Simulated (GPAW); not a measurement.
# AlN (P6_3mc) in GPAW: notebook

One crystal, AlN, is run at these levels: r2SCAN+D3(BJ), PBE+D3; tasks: relaxation of cell and atoms.

Everything below comes from runs of GPAW 26.7.0. Logs are shortened: lines on timing, memory, paths and dates and some standing lists are left out, and cuts for length are marked. The log counts tension as positive stress, the text compression.

## (1) Starting point

Symmetry: P6_3mc, No. 186, hexagonal system. The conventional cell has a = 3.113 Å, b = 3.113 Å, c = 4.981 Å, α = 90.00°, β = 90.00°, γ = 120.00°. Around Al (site symmetry 3m) lie 4 N at 1.89 Å. N (site symmetry 3m) is surrounded by 4 Al at 1.89 Å.

## (2) Relaxation of cell and atoms, r2SCAN+D3(BJ), target pressure 20 GPa, at which the enthalpy is minimised

run.py

```python
from ase.calculators.mixing import SumCalculator
from ase.filters import FrechetCellFilter
from ase.io import read, write
from ase.optimize import BFGS
from ase.units import GPa
from dftd3.ase import DFTD3
from gpaw import GPAW, PW

atoms = read('AlN.xyz')

calc = GPAW(mode=PW(800),
            xc='MGGA_X_R2SCAN+MGGA_C_R2SCAN',
            kpts={'size': (7, 7, 4), 'gamma': True},
            occupations={'name': 'fermi-dirac', 'width': 0.05},
            nbands=18,
            convergence={'density': 1e-05, 'energy': 1e-05},
            maxiter=150,
            txt='gpaw.txt')
atoms.calc = SumCalculator([calc, DFTD3(method='r2scan', damping='d3bj')])
opt = BFGS(FrechetCellFilter(atoms, scalar_pressure=20 * GPa), trajectory='relax.traj', logfile='-')
done = opt.run(fmax=0.02, steps=100)
calc.write('gs.gpw')
write('result.traj', atoms)
print('Converged:', done)
print('Cell:', atoms.cell.cellpar().round(4))
print('Volume:', round(atoms.get_volume(), 4))
print(atoms.get_scaled_positions().round(5))
```

AlN.xyz

```xyz
4
Lattice="3.1130000000 0.0000000000 0.0000000000 -1.5565000000 2.6959370820 0.0000000000 0.0000000000 0.0000000000 4.9810000000" Properties=species:S:1:pos:R:3 pbc="T T T"
Al     1.5565000002      0.8986456939      2.4905000000
Al    -0.0000000002      1.7972913881      0.0000000000
N      1.5565000002      0.8986456939      4.3832800000
N     -0.0000000002      1.7972913881      1.8927800000
```

Potentials or basis: GPAW PAW data sets (gpaw-data 1.2.1), pw.

Started as:

```bash
$ OMP_NUM_THREADS=1 python run.py
```

gpaw.txt:

```text
__  _  _
 | _ |_)|_||  |
 |__||  | ||/\| - 26.7.0

Input parameters:
  mode=PW(ecut=800.0),
  convergence={'density': 1e-05, 'energy': 1e-05},
  kpts=MonkhorstPack(size=(7, 7, 4), gamma=True),
  maxiter=150,
  nbands=18,
  occupations=Occupations(name='fermi-dirac', width=0.05),
  xc=XC(name='MGGA_X_R2SCAN+MGGA_C_R2SCAN')

Diagonalizing LCAO Hamiltonian
Converting LCAO to pw mode

           N

           Al
        N

        Al

Atoms  # Å, Bohr magnetons
|   | symbol |         x |        y |        z |    initial magnetic moments |
|---|--------|-----------|----------|----------|-----------------------------|
| 0 |     Al |  1.556500 | 0.898646 | 2.490500 | ( 0.0000,  0.0000,  0.0000) |
| 1 |     Al | -0.000000 | 1.797291 | 0.000000 | ( 0.0000,  0.0000,  0.0000) |
| 2 |      N |  1.556500 | 0.898646 | 4.383280 | ( 0.0000,  0.0000,  0.0000) |
| 3 |      N | -0.000000 | 1.797291 | 1.892780 | ( 0.0000,  0.0000,  0.0000) |

Unit cell  # Å
| periodic |         x |        y |        z |  lengths |     angles |
|----------|-----------|----------|----------|----------|------------|
|      yes |  3.113000 | 0.000000 | 0.000000 | 3.113000 |  90.000000 |
|      yes | -1.556500 | 2.695937 | 0.000000 | 3.113000 |  90.000000 |
|      yes |  0.000000 | 0.000000 | 4.981000 | 4.981000 | 120.000000 |

Number of symmetries: 6
Symmetry operations  # r_c * U_cc + t_c -> r_c
|   | kind |            matrix            |
|---|------|------------------------------|
| 0 |  σ   |  1, 1, 0,  0,-1, 0,  0, 0, 1 |
| 1 |  E   |  1, 0, 0,  0, 1, 0,  0, 0, 1 |
| 2 |  C3  |  0, 1, 0, -1,-1, 0,  0, 0, 1 |
| 3 |  σ   |  0,-1, 0, -1, 0, 0,  0, 0, 1 |
| 4 |  σ   | -1, 0, 0,  1, 1, 0,  0, 0, 1 |
| 5 |  C3  | -1,-1, 0,  1, 0, 0,  0, 0, 1 |

BZ-sampling:
  Number of BZ points: 196
  Number of IBZ points: 28

  Monkhorst-Pack size: [7, 7, 4]
  Monkhorst-Pack shift: [0.0, 0.0, 0.125]

K-points  # in reciprocal-cell coordinates
|     |                                coordinates |     weight |
|-----|--------------------------------------------|------------|
|   0 | (  0.00000000,   0.00000000,   0.00000000) | 0.00510204 |
|   1 | (  0.00000000,   0.00000000,   0.25000000) | 0.01020408 |
|   2 | (  0.00000000,   0.00000000,   0.50000000) | 0.00510204 |
|   3 | (  0.14285714,   0.00000000,  -0.25000000) | 0.03061224 |
|   4 | (  0.14285714,   0.00000000,   0.00000000) | 0.03061224 |
|   5 | (  0.14285714,   0.00000000,   0.25000000) | 0.03061224 |
|   6 | (  0.14285714,   0.00000000,   0.50000000) | 0.03061224 |
|   7 | (  0.28571429,  -0.14285714,   0.00000000) | 0.03061224 |
|   8 | (  0.28571429,  -0.14285714,   0.25000000) | 0.06122449 |
|   9 | (  0.28571429,  -0.14285714,   0.50000000) | 0.03061224 |
| ... |                                            |            |
|  27 | (  0.42857143,   0.42857143,   0.50000000) | 0.03061224 |

Plane wave coefficients: 2177
Cutoff: 800.0 eV

Spin-components: 1 (collinear spins)
Bands:           18
Projectors:      20
Spin-degeneracy: 2
Datatype:        complex128
[... 131 lines left out ...]
Fermi level: 6.834
Eigenvalues  # (at kpt = [0.000, 0.000, 0.000])
| band index |      eig [eV] | occ [0-2] |
|------------|---------------|-----------|
|          0 |       -10.063 |     2.000 |
|          1 |        -7.947 |     2.000 |
|          2 |        -0.159 |     2.000 |
|          3 |         5.012 |     2.000 |
|          4 |         5.012 |     2.000 |
|          5 |         5.684 |     2.000 |
[... 8 lines left out ...]
|         14 |        20.052 |     0.000 |
|         15 |        20.054 |     0.000 |
|        ... |               |           |
|         17 |        21.863 |     0.000 |

Gap: 4.945 eV
Transition (v -> c):
  (s=0, k=0, n=7, [0.00, 0.00, 0.00]) -> (s=0, k=0, n=8, [0.00, 0.00, 0.00])
No difference between direct/indirect transitions

Stress tensor  # eV/Ang^3
|        x |        y |         z |
|----------|----------|-----------|
| 0.005666 | 0.000000 |  0.000000 |
| 0.000000 | 0.005666 |  0.000000 |
| 0.000000 | 0.000000 | -0.005248 |

Forces  # eV/Ang
|        x |       y |        z |
|----------|---------|----------|
|  0.00000 | 0.00000 | -0.12217 |  # Al   0
| -0.00000 | 0.00000 | -0.12301 |  # Al   1
| -0.00000 | 0.00000 |  0.12942 |  # N    2
|  0.00000 | 0.00000 |  0.12736 |  # N    3

Interpolating wave functions to new cell

           N

           Al
        N

        Al

Atoms  # Å, Bohr magnetons
|   | symbol |         x |        y |         z |    initial magnetic moments |
|---|--------|-----------|----------|-----------|-----------------------------|
| 0 |     Al |  1.548233 | 0.893873 |  2.476536 | ( 0.0000,  0.0000,  0.0000) |
| 1 |     Al | -0.000000 | 1.787745 | -0.001751 | ( 0.0000,  0.0000,  0.0000) |
| 2 |      N |  1.548233 | 0.893873 |  4.363608 | ( 0.0000,  0.0000,  0.0000) |
| 3 |      N | -0.000000 | 1.787745 |  1.885303 | ( 0.0000,  0.0000,  0.0000) |

Unit cell  # Å
| periodic |         x |         y |         z |  lengths |     angles |
|----------|-----------|-----------|-----------|----------|------------|
|      yes |  3.096466 | -0.000000 | -0.000000 | 3.096466 |  90.000000 |
|      yes | -1.548233 |  2.681618 | -0.000000 | 3.096466 |  90.000000 |
|      yes | -0.000000 | -0.000000 |  4.956552 | 4.956552 | 120.000000 |

Number of symmetries: 6
Symmetry operations  # r_c * U_cc + t_c -> r_c
|   | kind |            matrix            |
|---|------|------------------------------|
| 0 |  σ   |  1, 1, 0,  0,-1, 0,  0, 0, 1 |
| 1 |  E   |  1, 0, 0,  0, 1, 0,  0, 0, 1 |
| 2 |  C3  |  0, 1, 0, -1,-1, 0,  0, 0, 1 |
| 3 |  σ   |  0,-1, 0, -1, 0, 0,  0, 0, 1 |
| 4 |  σ   | -1, 0, 0,  1, 1, 0,  0, 0, 1 |
| 5 |  C3  | -1,-1, 0,  1, 0, 0,  0, 0, 1 |

BZ-sampling:
  Number of BZ points: 196
  Number of IBZ points: 28

  Monkhorst-Pack size: [7, 7, 4]
  Monkhorst-Pack shift: [0.0, 0.0, 0.125]
[... 1857 lines left out ...]
Fermi level: 8.998
Eigenvalues  # (at kpt = [0.000, 0.000, 0.000])
| band index |      eig [eV] | occ [0-2] |
|------------|---------------|-----------|
|          0 |        -9.738 |     2.000 |
|          1 |        -7.302 |     2.000 |
|          2 |         0.345 |     2.000 |
|          3 |         5.815 |     2.000 |
|          4 |         5.815 |     2.000 |
|          5 |         6.527 |     2.000 |
[... 8 lines left out ...]
|         14 |        21.829 |     0.000 |
|         15 |        21.953 |     0.000 |
|        ... |               |           |
|         17 |        22.924 |     0.000 |

Gap: 5.750 eV
Transition (v -> c):
  (s=0, k=0, n=7, [0.00, 0.00, 0.00]) -> (s=0, k=0, n=8, [0.00, 0.00, 0.00])
No difference between direct/indirect transitions

Stress tensor  # eV/Ang^3
|         x |         y |         z |
|-----------|-----------|-----------|
| -0.139727 | -0.000000 |  0.000000 |
| -0.000000 | -0.139727 |  0.000000 |
|  0.000000 |  0.000000 | -0.141405 |

Forces  # eV/Ang
|       x |        y |        z |
|---------|----------|----------|
| 0.00000 |  0.00000 | -0.02365 |  # Al   0
| 0.00000 | -0.00000 | -0.02415 |  # Al   1
| 0.00000 |  0.00000 |  0.02255 |  # N    2
| 0.00000 |  0.00000 |  0.02141 |  # N    3

Interpolating wave functions to new cell

           N

           Al
        N

        Al

Atoms  # Å, Bohr magnetons
|   | symbol |         x |        y |         z |    initial magnetic moments |
|---|--------|-----------|----------|-----------|-----------------------------|
| 0 |     Al |  1.513227 | 0.873662 |  2.397431 | ( 0.0000,  0.0000,  0.0000) |
| 1 |     Al | -0.000000 | 1.747324 | -0.009113 | ( 0.0000,  0.0000,  0.0000) |
| 2 |      N |  1.513227 | 0.873662 |  4.244403 | ( 0.0000,  0.0000,  0.0000) |
| 3 |      N | -0.000000 | 1.747324 |  1.837865 | ( 0.0000,  0.0000,  0.0000) |

Unit cell  # Å
| periodic |         x |         y |         z |  lengths |     angles |
|----------|-----------|-----------|-----------|----------|------------|
|      yes |  3.026454 | -0.000000 | -0.000000 | 3.026454 |  90.000000 |
|      yes | -1.513227 |  2.620986 | -0.000000 | 3.026454 |  90.000000 |
|      yes | -0.000000 | -0.000000 |  4.813101 | 4.813101 | 120.000000 |

Number of symmetries: 6
Symmetry operations  # r_c * U_cc + t_c -> r_c
|   | kind |            matrix            |
|---|------|------------------------------|
| 0 |  σ   |  1, 1, 0,  0,-1, 0,  0, 0, 1 |
| 1 |  E   |  1, 0, 0,  0, 1, 0,  0, 0, 1 |
| 2 |  C3  |  0, 1, 0, -1,-1, 0,  0, 0, 1 |
| 3 |  σ   |  0,-1, 0, -1, 0, 0,  0, 0, 1 |
| 4 |  σ   | -1, 0, 0,  1, 1, 0,  0, 0, 1 |
| 5 |  C3  | -1,-1, 0,  1, 0, 0,  0, 0, 1 |

BZ-sampling:
  Number of BZ points: 196
  Number of IBZ points: 28

  Monkhorst-Pack size: [7, 7, 4]
  Monkhorst-Pack shift: [0.0, 0.0, 0.125]
[... 160 lines left out ...]
Eigenvalues  # (at kpt = [0.000, 0.000, 0.000])
| band index |      eig [eV] | occ [0-2] |
|------------|---------------|-----------|
|          0 |        -9.739 |     2.000 |
|          1 |        -7.302 |     2.000 |
|          2 |         0.345 |     2.000 |
|          3 |         5.808 |     2.000 |
|          4 |         5.808 |     2.000 |
|          5 |         6.522 |     2.000 |
[... 8 lines left out ...]
|         14 |        21.818 |     0.000 |
|         15 |        21.950 |     0.000 |
|        ... |               |           |
|         17 |        22.917 |     0.000 |

Gap: 5.741 eV
Transition (v -> c):
  (s=0, k=0, n=7, [0.00, 0.00, 0.00]) -> (s=0, k=0, n=8, [0.00, 0.00, 0.00])
No difference between direct/indirect transitions

Stress tensor  # eV/Ang^3
|         x |         y |         z |
|-----------|-----------|-----------|
| -0.139433 | -0.000000 | -0.000000 |
| -0.000000 | -0.139433 |  0.000000 |
| -0.000000 |  0.000000 | -0.140097 |

Forces  # eV/Ang
|        x |        y |        z |
|----------|----------|----------|
|  0.00000 |  0.00000 | -0.00481 |  # Al   0
|  0.00000 |  0.00000 | -0.00501 |  # Al   1
| -0.00000 | -0.00000 |  0.00350 |  # N    2
|  0.00000 |  0.00000 |  0.00306 |  # N    3

# Writing to gs.gpw (mode='')
```

Wall time 6.6 min (1 thread of Intel Xeon Platinum 8375C at 2.90GHz (Ice Lake), shared host); peak memory 0.58 GiB.

Results:

```
Free energy                                            : -38.4876 eV
Relaxed volume                                         : 9.54 Å³/atom
Relaxed cell                                           : a = 3.026 Å, b = 3.026 Å, c = 4.813 Å, α = 90.00°, β = 90.00°, γ = 120.00°
Space group after relaxing (to 0.05 Å)                 : P6_3mc (No. 186)
Energy change on relaxing (the enthalpy is what falls) : +49.0 meV/atom
Ionic steps                                            : 10
Pressure after relaxing                                : 20.0 GPa
Largest force after relaxing                           : 0.005 eV/Å
Band gap on the k mesh                                 : 5.74 eV, direct
Dispersion energy per atom                             : -0.138 eV
```

Forces on the atoms (eV/Å):
```
Al   0.000  0.000 -0.005
Al   0.000  0.000 -0.005
N    0.000  0.000  0.004
N    0.000  0.000  0.003
```

Step by step:
| step | energy change (eV) | largest force (eV/Å) | pressure (GPa) | volume (Å³) |
| --- | --- | --- | --- | --- |
| 1 | 0.0000 | 0.1296 | -2.28 | 41.80 |
| 2 | -0.0008 | 0.0862 | 1.03 | 41.16 |
| 3 | 0.2222 | 0.1264 | 21.54 | 38.00 |
| 4 | 0.1910 | 0.0476 | 19.79 | 38.23 |
| 5 | 0.1910 | 0.0069 | 19.80 | 38.23 |
| 6 | 0.1942 | 0.0336 | 20.00 | 38.20 |
| 7 | 0.1958 | 0.0428 | 20.08 | 38.19 |
| 8 | 0.1983 | 0.0440 | 20.20 | 38.16 |
| 9 | 0.1977 | 0.0242 | 20.13 | 38.17 |
| 10 | 0.1961 | 0.0051 | 20.03 | 38.18 |

Final structure:
```
Al N
1.0
     3.02645    0.00000    0.00000
    -1.51323    2.62099    0.00000
     0.00000    0.00000    4.81310
Al N
2 2
Cartesian
  1.5132 0.8737 2.3974
  0.0000 1.7473 -0.0091
  1.5132 0.8737 4.2444
  0.0000 1.7473 1.8379
```

Caveat: later steps reuse the first step's grids; the PAW data sets were made with another functional, which shifts forces and pressure a little; an odd mesh through Γ misses points on the zone boundary, where band edges often lie.

(Continued in part 2 of 2.)
